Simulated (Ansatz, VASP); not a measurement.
One calculation of P, two programs

```xyz
2
Lattice="1.7257 0.9963 3.1766 -1.7257 0.9963 3.1766 0.0000 -1.9927 3.1766" Properties=species:S:1:pos:R:3 pbc="T T T"
P     0.0000    0.0000    2.1640
P     0.0000    0.0000    7.3658
```

Change from the starting cell: strain +0.000 along x and y, +0.015 along z, atoms carried along.

Alike in both runs: task single point; functional PBEsol; k mesh 18 × 18 × 18; occupations gaussian, width 0.15 eV; no spin polarisation.

|  | VASP | Ansatz |
| --- | --- | --- |
| version | VASP 6.6.1 | Ansatz 0.2.0 |
| potentials or method | VASP PAW PBE potentials, release 64 (P) | scalar-relativistic, plane waves, PAW |
| plane-wave cutoff (eV) | 520 | 420 |
| valence electrons in the cell | 10 | 10 |

|  | VASP | Ansatz | Ansatz less VASP |
| --- | --- | --- | --- |
| gap on the k mesh at the Fermi level (eV) | none | none | - |
| pressure (GPa) | -2.7 | -2.7 | 0.00 |
| largest component of the traceless stress (GPa) | 1.02 | 1.15 | +0.127 |
| rms of the force components (eV/Å) | 0.098 | 0.117 | +0.0189 |

Atom by atom the forces differ by 0.019 eV/Å (rms over components). A gap of «none» marks a metal or a gap that the smearing closes.

Caveats: the PAW data sets were made with another functional, which shifts forces and pressure a little (VASP).
